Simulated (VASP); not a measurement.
AlN in VASP 6.6.1, single-point calculation

INCAR

```
ISPIN = 2
PREC = Single
MAGMOM = 3 -3 3 3
EDIFF = 1E-7
NBANDS = 16
LASPH = .TRUE.
LREAL = .FALSE.
NSW = 0
ENCUT = 520
SIGMA = 0.02
LCHARG = .FALSE.
ISMEAR = -1
ISIF = 2
LWAVE = .FALSE.
NELM = 120
GGA = PE
IBRION = -1
```

KPOINTS

```
KPOINTS created by Atomic Simulation Environment
0
Gamma
12 12 6
0 0 0
```

POSCAR

```
Al N
 1.0000000000000000
     3.1066937601931870    0.0000000000000000    0.0000000000000000
    -1.5533468800965935    2.6904757181059007    0.0000000000000000
     0.0000000000000000    0.0000000000000000    5.0781633829999997
 Al  N
   2   2
Cartesian
  0.0000000000000001  1.7936504787372671 -0.0082609380124685
  1.5533468800965935  0.8968252393686336  2.5308207534875318
  0.0000000000000001  1.7936504787372671  1.9125722066374686
  1.5533468800965935  0.8968252393686336  4.4516538981374687
```

The recommended PBE PAW datasets give the neutral cell 16 valence electrons.

Command

```
mpirun -np 1 vasp_std
```

Task: How does this run end, and what does it give?

Result: It converged. Results: pressure 0.6 GPa; magnetic moment of the cell 0.00 μB.

OSZICAR

```
N       E                     dE             d eps       ncg     rms          rms(c)
DAV:   1     0.489478618155E+02    0.48948E+02   -0.75806E+03  6400   0.870E+02
DAV:   2    -0.227742496418E+02   -0.71722E+02   -0.65845E+02  8824   0.186E+02
DAV:   3    -0.262580408802E+02   -0.34838E+01   -0.34729E+01  8056   0.427E+01
DAV:   4    -0.262801564137E+02   -0.22116E-01   -0.22114E-01  8208   0.381E+00
DAV:   5    -0.262804542086E+02   -0.29779E-03   -0.29779E-03  8296   0.446E-01    0.229E+01
DAV:   6    -0.295458221213E+02   -0.32654E+01   -0.13759E+01  8416   0.252E+01    0.549E+00
DAV:   7    -0.297815650887E+02   -0.23574E+00   -0.12919E+00  6696   0.737E+00    0.362E+00
DAV:   8    -0.297750584471E+02    0.65066E-02   -0.36773E-02  8848   0.163E+00    0.211E+00
DAV:   9    -0.297701796505E+02    0.48788E-02   -0.11847E-02  7392   0.107E+00    0.610E-01
DAV:  10    -0.297710957885E+02   -0.91614E-03   -0.30314E-03  7456   0.423E-01    0.235E-01
DAV:  11    -0.297713457817E+02   -0.24999E-03   -0.42598E-04  8032   0.138E-01    0.124E-01
DAV:  12    -0.297715188874E+02   -0.17311E-03   -0.12973E-04  6912   0.839E-02    0.415E-02
DAV:  13    -0.297715485185E+02   -0.29631E-04   -0.31516E-05  6728   0.486E-02    0.919E-03
DAV:  14    -0.297715514656E+02   -0.29471E-05   -0.37855E-06  7848   0.162E-02    0.410E-03
DAV:  15    -0.297715518825E+02   -0.41692E-06   -0.51254E-07  7560   0.547E-03    0.180E-03
DAV:  16    -0.297715520165E+02   -0.13400E-06   -0.10622E-07  6328   0.237E-03    0.969E-04
DAV:  17    -0.297715520413E+02   -0.24841E-07   -0.23862E-08  4800   0.118E-03
   1 F= -.29771552E+02 E0= -.29771552E+02  d E =-.653717E-12  mag=     0.0000
```

Standard output (part)

```
POSCAR found type information on POSCAR AlN
 POSCAR found :  2 types and       4 ions
 LDA part: xc-table for (Slater+PW92), standard interpolation
 POSCAR, INCAR and KPOINTS ok, starting setup
 WAVECAR not read
 entering main loop
```

For comparison, a separate PBE run of the intended cell, on usual settings and not on those above, gives a gap of 4.16 eV on its mesh and a pressure of 0.6 GPa.
